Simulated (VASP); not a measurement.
# Mo in VASP: notebook, part 2 of 2

VASP 6.6.1. Earlier steps stand in the parts before.

## Step 3: Single point, PBE

INCAR

```
ALGO     = Fast           # electronic algorithm
EDIFF    = 1E-7           # SCF threshold, eV
ENCUT    = 520            # plane-wave cutoff, eV
GGA      = PE             # functional
ISIF     = 2              # what is computed and relaxed
ISMEAR   = 1              # smearing method
LASPH    = True           # aspherical terms in the spheres
LCHARG   = False          # write CHGCAR
LREAL    = False          # projectors in reciprocal space
LWAVE    = False          # write WAVECAR
NBANDS   = 73             # bands
NELM     = 100            # most SCF steps
PREC     = Accurate       # precision mode
SIGMA    = 0.15           # smearing width, eV
```

KPOINTS

```
k-points
0
Gamma
  6 6 1
```

POSCAR

```
Mo
1.0
   -2.7032350000      0.0000000000      0.0000000000
   -1.3598330000      2.3407000000      0.0000000000
    0.0000000000      0.0000000000    -28.6612360000
Mo
9
Direct
    0.7736193492      0.8793617294      0.9635761347
    0.4845788761      0.4668171914      0.8858806368
    0.1503064534      0.1697056436      0.8045298186
    0.8126407420      0.8685692314      0.7284419276
    0.4479028969      0.5816759944      0.6502211210
    0.1732493468      0.0948280429      0.5722602821
    0.7823268898      0.8176515572      0.4926646220
    0.5265349153      0.4818447473      0.4162788374
    0.1382708779      0.2129785961      0.3408316724
```

Potentials or basis: VASP PAW PBE potentials, release 64 (Mo_sv).

The run is started by

```sh
cat potpaw_PBE.64/Mo_sv/POTCAR > POTCAR
mpirun -np 1 vasp_std > vasp.out
```

OUTCAR:

```text
EDIFF = 1E-7
   ENCUT = 520
   GGA = PE
   ISIF = 2
   ISMEAR = 1
   LASPH = True
   LREAL = False
   NELM = 100
   PREC = Accurate

 ion  position               nearest neighbor table
   1  0.774  0.879  0.964-   2 2.62   2 2.77   2 2.78
   2  0.485  0.467  0.886-   1 2.62   3 2.76   1 2.77   1 2.78   3 2.80   3 2.85
   3  0.150  0.170  0.805-   4 2.65   4 2.68   4 2.73   2 2.76   2 2.80   2 2.85
   4  0.813  0.869  0.728-   3 2.65   3 2.68   5 2.69   5 2.71   3 2.73   5 2.80
   5  0.448  0.582  0.650-   6 2.54   4 2.69   4 2.71   4 2.80   6 2.82   6 2.87
   6  0.173  0.095  0.572-   5 2.54   7 2.69   7 2.77   5 2.82   7 2.84   5 2.87
   7  0.782  0.818  0.493-   8 2.59   6 2.69   8 2.69   6 2.77   8 2.80   6 2.84
   8  0.527  0.482  0.416-   7 2.59   9 2.59   9 2.66   7 2.69   9 2.76   7 2.80
   9  0.138  0.213  0.341-   8 2.59   8 2.66   8 2.76

  LATTYP: Found a simple monoclinic cell.
 ALAT       =     2.6988155594
 B/A-ratio  =    10.6199313622
 C/A-ratio  =     1.0016375482
 COS(beta)  =    -0.4977746609

  Lattice vectors:

[... 195 lines left out ...]

 k-point     1 :       0.0000    0.0000    0.0000
  band No.  band energies     occupation
      1     -52.4463      2.00000
      2     -52.3598      2.00000
      3     -52.3375      2.00000
      4     -52.2510      2.00000
      5     -52.2025      2.00000
      6     -52.1491      2.00000
[... 1509 lines left out ...]
     72      12.7155      0.00000
     73      12.7550      0.00000

------------------------ aborting loop because EDIFF is reached ----------------------------------------

  FORCE on cell =-STRESS in cart. coord.  units (eV):
  Direction    XX          YY          ZZ          XY          YZ          ZX
  --------------------------------------------------------------------------------------
  -------------------------------------------------------------------------------------
  Total       27.8233425     26.5886217     25.9915646     -0.4084201     -0.0908229      0.1574747
  in kB      245.8076601    234.8994151    229.6246641     -3.6082216     -0.8023829      1.3912235
  external PRESSURE =     236.7772464 kB  Pullay stress =       0.0000000 kB

 VOLUME and BASIS-vectors are now :
 -----------------------------------------------------------------------------
  energy-cutoff  :      520.00
  volume of cell :      181.35
      direct lattice vectors                 reciprocal lattice vectors
    -2.703235000  0.000000000  0.000000000    -0.369927143 -0.214909701  0.000000000
    -1.359833000  2.340700000  0.000000000     0.000000000  0.427222626  0.000000000
     0.000000000  0.000000000-28.661236000     0.000000000  0.000000000 -0.034890331

 POSITION                                       TOTAL-FORCE (eV/Angst)
 -----------------------------------------------------------------------------------
     -3.28706      2.05832    -27.61728         0.005216      0.226880     -1.471937
     -1.94472      1.09268    -25.39043         0.020013     -0.237200      0.826994
     -0.63709      0.39723    -23.05882        -0.004855     -0.047104     -1.362041
     -3.37787      2.03306    -20.87805        -0.046850      0.076198      0.541407
     -2.00177      1.36153    -18.63614         0.006158     -0.054309     -0.076121
     -0.59728      0.22196    -16.40169         0.058885      0.054558      0.313494
     -3.22668      1.91388    -14.12038        -0.082747     -0.034473     -0.379272
     -2.07858      1.12785    -11.93107        -0.029301     -0.094825     -0.174232
     -0.66339      0.49852     -9.76866         0.073482      0.110276      1.781708
 -----------------------------------------------------------------------------------
    total drift:                                0.000099      0.000107     -0.000464

  FREE ENERGIE OF THE ION-ELECTRON SYSTEM (eV)
  ---------------------------------------------------
  free  energy   TOTEN  =       -90.9592435806 eV

  energy  without entropy=      -90.9728286468  energy(sigma->0) =      -90.96377194
```

OSZICAR:

```text
N       E                     dE             d eps       ncg     rms          rms(c)
DAV:   1     0.172361125145E+04    0.17236E+04   -0.81359E+04  3104   0.177E+03
DAV:   2    -0.234652338937E+02   -0.17471E+04   -0.17116E+04  3157   0.568E+02
DAV:   3    -0.944080499307E+02   -0.70943E+02   -0.67744E+02  3902   0.103E+02
[... 50 lines left out ...]
RMM:  54    -0.909592428317E+02   -0.25336E-06   -0.46433E-06  1843   0.932E-04    0.485E-03
RMM:  55    -0.909592430859E+02   -0.25421E-06   -0.30066E-06  1253   0.600E-04    0.468E-03
RMM:  56    -0.909592433524E+02   -0.26644E-06   -0.23730E-06   966   0.487E-04    0.475E-03
RMM:  57    -0.909592434878E+02   -0.13543E-06   -0.16504E-06   883   0.450E-04    0.467E-03
RMM:  58    -0.909592435806E+02   -0.92772E-07   -0.97149E-07   662   0.390E-04
   1 F= -.90959244E+02 E0= -.90963772E+02  d E =0.135851E-01
```

Wall time 8.4 min (1 thread of Intel Xeon 6975P-C (Granite Rapids), shared host); peak memory 0.39 GiB.

What came out:

```yaml
Free_energy: -90.9592 eV
Largest_force: 1.787 eV/Å
Band_gap_on_the_k_mesh: none (metal or under the smearing width)
```

Forces in eV/Å, atoms in the order of the input:
```
Mo   0.005  0.227 -1.472
Mo   0.020 -0.237  0.827
Mo  -0.005 -0.047 -1.362
Mo  -0.047  0.076  0.541
Mo   0.006 -0.054 -0.076
Mo   0.059  0.055  0.313
Mo  -0.083 -0.034 -0.379
Mo  -0.029 -0.095 -0.174
Mo   0.073  0.110  1.782
```

Caveat: the k mesh is coarse (spacing up to 0.45 Å⁻¹), so the values aren't converged.

## Step 4: Single point, PBE

INCAR

```
PREC = Accurate
ENCUT = 520
EDIFF = 1E-6
ISMEAR = 1
SIGMA = 0.15
LREAL = F
LASPH = T
NELM = 100
ALGO = Fast
ISIF = 2
LWAVE = F
LCHARG = T
GGA = PE
LELF = T
LVHAR = T
NBANDS = 73
```

KPOINTS

```
regular mesh
0
Gamma
  6 6 1
```

POSCAR

```
Mo
1.0
   -2.7032350000      0.0000000000      0.0000000000
   -1.3598330000      2.3407000000      0.0000000000
    0.0000000000      0.0000000000    -28.6612360000
Mo
9
Direct
    0.7689733422      0.8874033409      0.9657884957
    0.4867889209      0.4642799163      0.8844431203
    0.1513728779      0.1636903490      0.8057109261
    0.8117760738      0.8679591575      0.7277993175
    0.4484258074      0.5847789123      0.6503365033
    0.1705746500      0.0902990558      0.5723676397
    0.7884393308      0.8102136113      0.4923312449
    0.5309250704      0.4827333704      0.4173284083
    0.1321540591      0.2220754475      0.3385792923
```

Potentials or basis: VASP PAW PBE potentials, release 64 (Mo_sv).

The run is started by

```sh
cat potpaw_PBE.64/Mo_sv/POTCAR > POTCAR
mpirun -np 1 vasp_std > vasp.out
```

OUTCAR:

```text
PREC = Accurate
   ENCUT = 520
   EDIFF = 1E-6
   ISMEAR = 1
   LREAL = F
   LASPH = T
   NELM = 100
   ISIF = 2
   GGA = PE

 ion  position               nearest neighbor table
   1  0.769  0.887  0.966-   2 2.69   2 2.86   2 2.88
   2  0.487  0.464  0.884-   1 2.69   3 2.71   3 2.74   3 2.79   1 2.86   1 2.88
   3  0.151  0.164  0.806-   4 2.68   2 2.71   4 2.72   2 2.74   4 2.78   2 2.79
   4  0.812  0.868  0.728-   5 2.67   3 2.68   5 2.69   3 2.72   3 2.78   5 2.78
   5  0.448  0.585  0.650-   6 2.53   4 2.67   4 2.69   4 2.78   6 2.82   6 2.89
   6  0.171  0.090  0.572-   5 2.53   7 2.71   7 2.77   5 2.82   7 2.85   5 2.89
   7  0.788  0.810  0.492-   8 2.55   8 2.67   6 2.71   8 2.77   6 2.77   6 2.85
[... 1736 lines left out ...]

 VOLUME and BASIS-vectors are now :
 -----------------------------------------------------------------------------
  energy-cutoff  :      520.00
  volume of cell :      181.35
      direct lattice vectors                 reciprocal lattice vectors
    -2.703235000  0.000000000  0.000000000    -0.369927143 -0.214909701  0.000000000
    -1.359833000  2.340700000  0.000000000     0.000000000  0.427222626  0.000000000
     0.000000000  0.000000000-28.661236000     0.000000000  0.000000000 -0.034890331

 POSITION                                       TOTAL-FORCE (eV/Angst)
 -----------------------------------------------------------------------------------
     -3.28544      2.07715    -27.68069        -0.000846      0.118985     -0.582004
     -1.94725      1.08674    -25.34923         0.050124     -0.158187     -0.816779
     -0.63179      0.38315    -23.09267        -0.037659     -0.023602     -0.114572
     -3.37470      2.03163    -20.85963        -0.042259      0.061498     -0.274896
     -2.00740      1.36879    -18.63945         0.002971     -0.044418      0.235474
     -0.58389      0.21136    -16.40476         0.082806      0.068972      0.455400
     -3.23309      1.89647    -14.11082        -0.051957     -0.045331     -1.010647
     -2.09165      1.12993    -11.96115        -0.049535     -0.044785      1.157870
     -0.65923      0.51981     -9.70410         0.046356      0.066869      0.950154
 -----------------------------------------------------------------------------------
    total drift:                                0.000264      0.000035      0.000166

  FREE ENERGIE OF THE ION-ELECTRON SYSTEM (eV)
  ---------------------------------------------------
  free  energy   TOTEN  =       -91.1233733057 eV

  energy  without entropy=      -91.1303018734  energy(sigma->0) =      -91.12568283
```

OSZICAR:

```text
N       E                     dE             d eps       ncg     rms          rms(c)
DAV:   1     0.172188296585E+04    0.17219E+04   -0.81259E+04  3080   0.177E+03
DAV:   2    -0.239396048227E+02   -0.17458E+04   -0.17102E+04  3157   0.567E+02
DAV:   3    -0.948350274226E+02   -0.70895E+02   -0.67657E+02  3902   0.103E+02
[... 36 lines left out ...]
RMM:  40    -0.911233623565E+02   -0.54468E-05   -0.52662E-05   733   0.237E-03    0.119E-02
RMM:  41    -0.911233688221E+02   -0.64656E-05   -0.64749E-05   678   0.208E-03    0.125E-02
RMM:  42    -0.911233709146E+02   -0.20925E-05   -0.20608E-05   646   0.185E-03    0.130E-02
RMM:  43    -0.911233727500E+02   -0.18355E-05   -0.18565E-05   624   0.164E-03    0.133E-02
RMM:  44    -0.911233733057E+02   -0.55565E-06   -0.58162E-06   611   0.150E-03
   1 F= -.91123373E+02 E0= -.91125683E+02  d E =0.692857E-02
```

stdout:

```text
POSCAR found type information on POSCAR Mo
 POSCAR found :  1 types and       9 ions
 scaLAPACK will be used
 LDA part: xc-table for (Slater+PW92), standard interpolation
 POSCAR, INCAR and KPOINTS ok, starting setup
 FFT: planning ... GRIDC
 FFT: planning ... GRID_SOFT
 FFT: planning ... GRID
 WAVECAR not read
 entering main loop
```

Run time: 6.7 min. Hardware: 1 thread of Intel Xeon 6975P-C (Granite Rapids), shared host; peak memory 0.39 GiB.

Results:

* Free energy: -91.1234 eV
* Largest force: 1.160 eV/Å
* Band gap on the k mesh: none (metal or under the smearing width)

Forces in eV/Å, atoms in the order of the input:
```
Mo  -0.001  0.119 -0.582
Mo   0.050 -0.158 -0.817
Mo  -0.038 -0.024 -0.115
Mo  -0.042  0.061 -0.275
Mo   0.003 -0.044  0.235
Mo   0.083  0.069  0.455
Mo  -0.052 -0.045 -1.011
Mo  -0.050 -0.045  1.158
Mo   0.046  0.067  0.950
```

Caveat: the k mesh is coarse (spacing up to 0.45 Å⁻¹), so the values aren't converged.
